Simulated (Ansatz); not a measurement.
Rh: strain energy, fitted

Rh, Fm-3m, a = 3.830 Å. Ansatz: PBE, PAW, 420 eV, Γ-centred 20×20×14 mesh on 2 atoms, Gaussian smearing 0.10 eV; no spin polarisation. Series: biaxial strain in the a-b plane, c and atoms relaxed; x is the strain in per cent. The axes a, b, c are those of the computed cell (2.708, 2.708, 3.830 Å), along [1 1 0], [-1 1 0], [0 0 1] of the cell named above. y is the free energy over the unstrained cell, V0 = 14.045 Å³/atom.

```
x (%) y (meV/atom)
 -3.0             ?
 -2.0         15.90
 -1.0          3.72
  0.0          0.00
  1.0          3.87
  2.0         14.51
  3.0         31.16
```

Problem. Fit y = c2 x² + c3 x³ to the other rows, turn c2 into a modulus, and predict the missing energy.

Solution. Least squares on the rows shown. y = 3.7782 x² − 0.10216 x³. In eV per unit strain² c2 is 37.78; M is the biaxial modulus (E = M V0 ε²): 37.78 × 160.2 / (14.045) = 431 GPa. At x = -3.0 the fit asked for gives 36.76 meV/atom. The run gave 37.42 meV/atom, so the fit is 0.66 meV/atom too low, 1.8 % of the span of the series, against an rms of 0.15 meV/atom on the fitted rows. The row lies outside the fitted range. With a term in x⁴ added, a fit to the same known rows predicts 35.79 meV/atom, further off still.